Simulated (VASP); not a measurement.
# BAs (base) (F-43m) in VASP: further runs

Runs on BAs (base). Level: PBE. Tasks: single point, relaxation of cell and atoms.

All numbers are computed with VASP 6.6.1; they aren't measurements. Logs are shortened: lines on timing, memory, paths and dates and some standing lists are left out, and cuts for length are marked.

**1. The crystal as given**

The structure is cubic, space group F-43m (No. 216). Conventional cell: a = 4.809 Å, b = 4.809 Å, c = 4.809 Å, α = 90.00°, β = 90.00°, γ = 90.00°. B (site symmetry -43m) is surrounded by 4 As at 2.08 Å. Around As (site symmetry -43m) lie 4 B at 2.08 Å.

**2. Single point, PBE**

The input, INCAR:

```
SYSTEM = BAs
ALGO = Normal ; EDIFF = 1E-6
ENCUT = 520 ; GGA = PE
ISIF = 2 ; ISMEAR = 0
LASPH = .TRUE. ; LCHARG = .FALSE.
LREAL = .FALSE. ; LWAVE = .FALSE.
NBANDS = 11 ; NELM = 100
PREC = Accurate ; SIGMA = 0.02
```

The input, KPOINTS:

```
k-points
0
G
  10 10 10
  0 0 0
```

The input, POSCAR:

```
BAs
1.0
    0.0000000000      2.4045499386      2.4045499386
    2.4045499386      0.0000000000      2.4045499386
    2.4045499386      2.4045499386      0.0000000000
B As
1 1
Direct
    0.0000000000      0.0000000000      0.0000000000
    0.2500000000      0.2500000000      0.2500000000
```

Potentials or basis: VASP PAW PBE potentials, release 64 (B, As).

Launch:

```sh
$ cat potpaw_PBE.64/B/POTCAR potpaw_PBE.64/As/POTCAR > POTCAR
$ mpirun -np 1 vasp_std > vasp.out
```

OUTCAR:

```text
SYSTEM = BAs
   EDIFF = 1E-6
   ENCUT = 520
   GGA = PE
   ISIF = 2
   ISMEAR = 0
   LASPH = .TRUE.
   LREAL = .FALSE.
   NELM = 100
   PREC = Accurate

 ion  position               nearest neighbor table
   1  0.000  0.000  0.000-   2 2.08   2 2.08   2 2.08   2 2.08
   2  0.250  0.250  0.250-   1 2.08   1 2.08   1 2.08   1 2.08

  LATTYP: Found a face centered cubic cell.
 ALAT       =     4.8090998772

  Lattice vectors:

 A1 = (   0.0000000000,   2.4045499386,   2.4045499386)
 A2 = (   2.4045499386,   0.0000000000,   2.4045499386)
 A3 = (   2.4045499386,   2.4045499386,   0.0000000000)

Analysis of symmetry for initial positions (statically):
=====================================================================
 Subroutine PRICEL returns:
 Original cell was already a primitive cell.

 Routine SETGRP: Setting up the symmetry group for a
 face centered cubic supercell.

 Subroutine GETGRP returns: Found 24 space group operations
 (whereof 24 operations were pure point group operations)
 out of a pool of 48 trial point group operations.

The static configuration has the point symmetry T_d .

Analysis of symmetry for dynamics (positions and initial velocities):
=====================================================================
 Subroutine PRICEL returns:
 Original cell was already a primitive cell.

 Routine SETGRP: Setting up the symmetry group for a
 face centered cubic supercell.

 Subroutine GETGRP returns: Found 24 space group operations
 (whereof 24 operations were pure point group operations)
 out of a pool of 48 trial point group operations.

The dynamic configuration has the point symmetry T_d .

 Subroutine INISYM returns: Found 24 space group operations
 (whereof 24 operations are pure point group operations),
 and found     1 'primitive' translations

----------------------------------------------------------------------------------------

                                     Primitive cell

  volume of cell :      27.8055

  direct lattice vectors                    reciprocal lattice vectors
     0.000000000  2.404549939  2.404549939    -0.207939121  0.207939121  0.207939121
     2.404549939  0.000000000  2.404549939     0.207939121 -0.207939121  0.207939121
     2.404549939  2.404549939  0.000000000     0.207939121  0.207939121 -0.207939121

  length of vectors
     3.400547135  3.400547135  3.400547135     0.360161122  0.360161122  0.360161122

  position of ions in fractional coordinates (direct lattice)
     0.000000000  0.000000000  0.000000000
     0.250000000  0.250000000  0.250000000

  ion indices of the primitive-cell ions
   primitive index   ion index
                 1           1
                 2           2

----------------------------------------------------------------------------------------

 KPOINTS: k-points

Automatic generation of k-mesh.
 Grid dimensions read from file:
 generate k-points for:   10   10   10

 Generating k-lattice:

  Cartesian coordinates                     Fractional coordinates (reciprocal lattice)
    -0.020793912  0.020793912  0.020793912     0.100000000  0.000000000  0.000000000
     0.020793912 -0.020793912  0.020793912     0.000000000  0.100000000  0.000000000
     0.020793912  0.020793912 -0.020793912     0.000000000  0.000000000  0.100000000

  Length of vectors
     0.036016112  0.036016112  0.036016112

  Shift w.r.t. Gamma in fractional coordinates (k-lattice)
     0.000000000  0.000000000  0.000000000

 Subroutine IBZKPT returns following result:
 ===========================================

 Found     47 irreducible k-points:

 Following reciprocal coordinates:
            Coordinates               Weight
  0.000000  0.000000  0.000000      1.000000
  0.100000  0.000000  0.000000      8.000000
  0.200000  0.000000  0.000000      8.000000
  0.300000  0.000000  0.000000      8.000000
  0.400000  0.000000  0.000000      8.000000
  0.500000  0.000000  0.000000      4.000000
[... 16 lines left out ...]
  0.300000  0.300000  0.000000      6.000000
  0.400000  0.300000  0.000000     24.000000
 [... further k-points ...]
   k-points           NKPTS =     47   k-points in BZ     NKDIM =     47   number of bands    NBANDS=     11
   number of dos      NEDOS =    301   number of ions     NIONS =      2
   total plane-waves  NPLWV =  21952
   dimension x,y,z NGX =    28 NGY =   28 NGZ =   28
   dimension x,y,z NGXF=    56 NGYF=   56 NGZF=   56
   ions per type =               1   1
   NGX,Y,Z   is equivalent  to a cutoff of  13.69, 13.69, 13.69 a.u.
   NGXF,Y,Z  is equivalent  to a cutoff of  27.38, 27.38, 27.38 a.u.
 SYSTEM =  BAs
   PREC   = accura    normal or accurate (medium, high low for compatibility)
   ISTART =      0    job   : 0-new  1-cont  2-samecut
   ICHARG =      2    charge: 1-file 2-atom 10-const
   ISPIN  =      1    spin polarized calculation?
   LNONCOLLINEAR =      F non collinear calculations
   LSORBIT =      F    spin-orbit coupling
   LASPH  =      T    aspherical Exc in radial PAW
   ENCUT  =  520.0 eV  38.22 Ry    6.18 a.u.   6.32  6.32  6.32*2*pi/ulx,y,z
   NELM   =    100;   NELMIN=  2; NELMDL= -5     # of ELM steps
   EDIFF  = 0.1E-05   stopping-criterion for ELM
   LREAL  =      F    real-space projection
   EDIFFG = 0.1E-04   stopping-criterion for IOM
   NSW    =      0    number of steps for IOM
   IBRION =     -1    ionic relax: 0-MD 1-quasi-New 2-CG
   NFREE  =      0    steps in history (QN), initial steepest desc. (CG)
   ISIF   =      2    stress and relaxation
   ISYM   =      2    0-nonsym 1-usesym 2-fastsym
   POTIM  = 0.5000    time-step for ionic-motion
   TEBEG  =    0.0;   TEEND  =   0.0 temperature during run
   PSTRESS=    0.0 pullay stress
   NELECT =       8.0000    total number of electrons
   NUPDOWN=      -1.0000    fix difference up-down
   EMIN   =  10.00;   EMAX   =-10.00  energy-range for DOS
   EFERMI =   0.00;   METHOD = LEGACY
   ISMEAR =     0;   SIGMA  =   0.02  broadening in eV -4-tet -1-fermi 0-gaus
   EFERMI_NEDOS =   21; number of points for ismear=-14 and -15
   IALGO  =     38    algorithm
   IMIX   =      4    mixing-type and parameters
     AMIX     =   0.40;   BMIX     =  1.00
     AMIX_MAG =   1.60;   BMIX_MAG =  1.00
  volume/ion in A,a.u.               =      13.90        93.82
  Fermi-wavevector in a.u.,A,eV,Ry     =   1.080756  2.042333 15.892064  1.168034
  Thomas-Fermi vector in A             =   2.216755
   LORBIT       =      0    0 simple, 1 ext, 2 COOP (PROOUT), +10 PAW based schemes
   GGA     = PE    functional components
   LHFCALC =     F    Hartree Fock is set to
   AEXX    =    0.0000 exact exchange contribution
   IVDW    =     0    specifies the selected vdW correction
   LEPSILON=     F    determine dielectric tensor
   LRPA    =     F    only Hartree local field effects (RPA)
 non-spin polarized calculation
 Gauss-broadening in eV      SIGMA  =   0.02
  energy-cutoff  :      520.00
  volume of cell :       27.81
 maximum number of plane-waves:       763
 NGX is ok and might be reduce to    28
   NGX = 13   NGY = 13   NGZ = 13

 number of electron       8.0000000 magnetization

 Free energy of the ion-electron system (eV)
  ---------------------------------------------------
  ext. energy  EPLUGINS =         0.00000000
  ---------------------------------------------------
  free energy    TOTEN  =       -11.41341713 eV

  energy without entropy =      -11.41341713  energy(sigma->0) =      -11.41341713

 E-fermi :   6.0350     XC(G=0): -10.4974

 val. band max:        5.9064615295   @ k =   0.0000   0.0000   0.0000
 cond. band min:       7.1024232098   @ k =   0.4000   0.4000   0.0000
 fundamental gap:      1.1959616802
 Fermi energy:         6.0350093051

 k-point     1 :       0.0000    0.0000    0.0000
  band No.  band energies     occupation
      1      -9.3130      2.00000
      2       5.9065      2.00000
      3       5.9065      2.00000
      4       5.9065      2.00000
      5       9.1580      0.00000
      6       9.1580      0.00000
      7       9.1580      0.00000
      8      10.3391      0.00000
      9      15.3927      0.00000
     10      18.7762      0.00000
     11      18.7762      0.00000

 k-point     2 :       0.1000    0.0000    0.0000
  band No.  band energies     occupation
      1      -9.1518      2.00000
      2       4.5225      2.00000
      3       5.6118      2.00000
      4       5.6118      2.00000
      5       9.2610      0.00000
      6       9.5467      0.00000
      7       9.5467      0.00000
      8      11.2585      0.00000
      9      16.0236      0.00000
     10      17.7335      0.00000
     11      17.7335      0.00000

 k-point     3 :       0.2000    0.0000    0.0000
  band No.  band energies     occupation
      1      -8.6768      2.00000
      2       2.1897      2.00000
      3       5.0485      2.00000
      4       5.0485      2.00000
      5       9.0156      0.00000
      6      10.2529      0.00000
      7      10.2529      0.00000
      8      12.9240      0.00000
      9      17.0190      0.00000
     10      17.0236      0.00000
     11      17.0236      0.00000
[... 267 lines left out ...]
 k-point    23 :       0.3000    0.3000    0.0000
  band No.  band energies     occupation
      1      -7.4346      2.00000
      2       0.7212      2.00000
      3       2.7842      2.00000
      4       2.7842      2.00000
      5       7.3159      0.00000
      6       9.5519      0.00000
      7      14.2331      0.00000
      8      14.2331      0.00000
      9      16.7260      0.00000
     10      20.7414      0.00000
     11      20.8972      0.00000

 k-point    24 :       0.4000    0.3000    0.0000
  band No.  band energies     occupation
      1      -6.7237      2.00000
      2      -0.4977      2.00000
      3       2.0130      2.00000
      4       2.4926      2.00000
      5       7.6129      0.00000
      6       9.2945      0.00000
      7      14.6000      0.00000
      8      14.8435      0.00000
      9      17.7853      0.00000
     10      21.4684      0.00000
     11      21.6477      0.00000

 [... further k-points ...]

------------------------ aborting loop because EDIFF is reached ----------------------------------------

  FORCE on cell =-STRESS in cart. coord.  units (eV):
  Direction    XX          YY          ZZ          XY          YZ          ZX
  --------------------------------------------------------------------------------------
  -------------------------------------------------------------------------------------
  Total        0.1055335      0.1055335      0.1055335     -0.0000000      0.0000000     -0.0000000
  in kB        6.0809222      6.0809222      6.0809222     -0.0000000      0.0000000     -0.0000000
  external PRESSURE =       6.0809222 kB  Pullay stress =       0.0000000 kB

 VOLUME and BASIS-vectors are now :
 -----------------------------------------------------------------------------
  energy-cutoff  :      520.00
  volume of cell :       27.81
      direct lattice vectors                 reciprocal lattice vectors
     0.000000000  2.404549939  2.404549939    -0.207939121  0.207939121  0.207939121
     2.404549939  0.000000000  2.404549939     0.207939121 -0.207939121  0.207939121
     2.404549939  2.404549939  0.000000000     0.207939121  0.207939121 -0.207939121

 POSITION                                       TOTAL-FORCE (eV/Angst)
 -----------------------------------------------------------------------------------
      0.00000      0.00000      0.00000        -0.000000     -0.000000      0.000000
      1.20227      1.20227      1.20227         0.000000      0.000000     -0.000000
 -----------------------------------------------------------------------------------
    total drift:                               -0.000000     -0.000000     -0.000000

  FREE ENERGIE OF THE ION-ELECTRON SYSTEM (eV)
  ---------------------------------------------------
  free  energy   TOTEN  =       -11.4134171267 eV

  energy  without entropy=      -11.4134171267  energy(sigma->0) =      -11.41341713
```

Run time: 9.6 s. Hardware: 1 thread of AMD EPYC 9R45 (Zen 5), shared host; peak memory 0.13 GiB.

Results:

- Free energy: -11.4134 eV
- Pressure: 0.6 GPa
- Band gap on the k mesh: 1.20 eV, indirect (least direct gap 3.25 eV)

Levels at points of the mesh, in eV from the valence-band top:
```
           k point  band 1  band 2  band 3  band 4  band 5  band 6  band 7  band 8
(0.00, 0.00, 0.00)  -15.22    0.00    0.00    0.00    3.25    3.25    3.25    4.43
(0.50, 0.00, 0.00)  -12.42   -8.64   -1.79   -1.79    2.58    4.76    4.76    8.82
(0.50, 0.50, 0.00)  -11.13   -8.42   -4.00   -4.00    1.45    1.46   11.18   11.18
```

A k mesh can miss the band edges.

**3. Relaxation of cell and atoms, PBE**

This run uses another cell than the first one, of 13.63 Å³/atom, 0.980 times its volume.

The input, INCAR:

```
SYSTEM = BAs
PREC = Accurate
ENCUT = 600
EDIFF = 1E-7
ISMEAR = 0
SIGMA = 0.02
LREAL = .FALSE.
LASPH = .TRUE.
NELM = 100
ALGO = Normal
ISIF = 3
LWAVE = .FALSE.
LCHARG = .FALSE.
GGA = PE
IBRION = 2
NSW = 100
EDIFFG = -0.002
```

The input, KPOINTS:

```
Automatic mesh
0
G
  10 10 10
  0 0 0
```

The input, POSCAR:

```
BAs
1.0
    0.0000000000      2.3885000000      2.3885000000
    2.3885000000      0.0000000000      2.3885000000
    2.3885000000      2.3885000000      0.0000000000
B As
1 1
Direct
    0.0000000000      0.0000000000      0.0000000000
    0.2500000000      0.2500000000      0.2500000000
```

Potentials or basis: VASP PAW PBE potentials, release 64 (B, As).

Launch:

```sh
$ cat potpaw_PBE.64/B/POTCAR potpaw_PBE.64/As/POTCAR > POTCAR
$ mpirun -np 1 vasp_std > vasp.out
```

Run time: 19 s. Hardware: 1 thread of AMD EPYC 9R45 (Zen 5), shared host; peak memory 0.14 GiB.

It converged, with:

```yaml
Free_energy: -11.4144 eV
Relaxed_volume: 13.97 Å³/atom
Relaxed_cell: a = 3.406 Å, b = 3.406 Å, c = 3.406 Å, α = 60.00°, β = 60.00°, γ = 60.00°
Space_group_after_relaxing_to_0.05_Å: F-43m (No. 216)
Energy_gained_by_relaxing: 3.5 meV/atom
Ionic_steps: 3
Pressure_after_relaxing: 0.0 GPa
Band_gap_on_the_k_mesh: 1.20 eV, indirect (least direct gap 3.25 eV)
```

The path:
```tsv
step	energy change (eV)	largest force (eV/Å)	pressure (GPa)	volume (Å³)
1	0.0000	0.0000	3.42	27.25
2	-0.0037	0.0000	-2.19	28.42
3	-0.0071	0.0000	0.01	27.93
```

Final structure:
```
CELL_PARAMETERS angstrom
0.00000 2.40816 2.40816
2.40816 0.00000 2.40816
2.40816 2.40816 0.00000
ATOMIC_POSITIONS crystal
B 0.00000 0.00000 0.00000
As 0.25000 0.25000 0.25000
```

Levels at points of the mesh, in eV from the valence-band top:
```tsv
k point	band 1	band 2	band 3	band 4	band 5	band 6	band 7	band 8
(0.00, 0.00, 0.00)	-15.18	0.00	0.00	0.00	3.25	3.25	3.25	4.38
(0.50, 0.00, 0.00)	-12.40	-8.61	-1.78	-1.78	2.55	4.75	4.75	8.82
(0.50, 0.50, 0.00)	-11.12	-8.39	-3.98	-3.98	1.46	1.46	11.13	11.13
```

A k mesh can miss the band edges. Zero-point motion and thermal expansion aren't in these numbers.

[end of part 1 of 2]
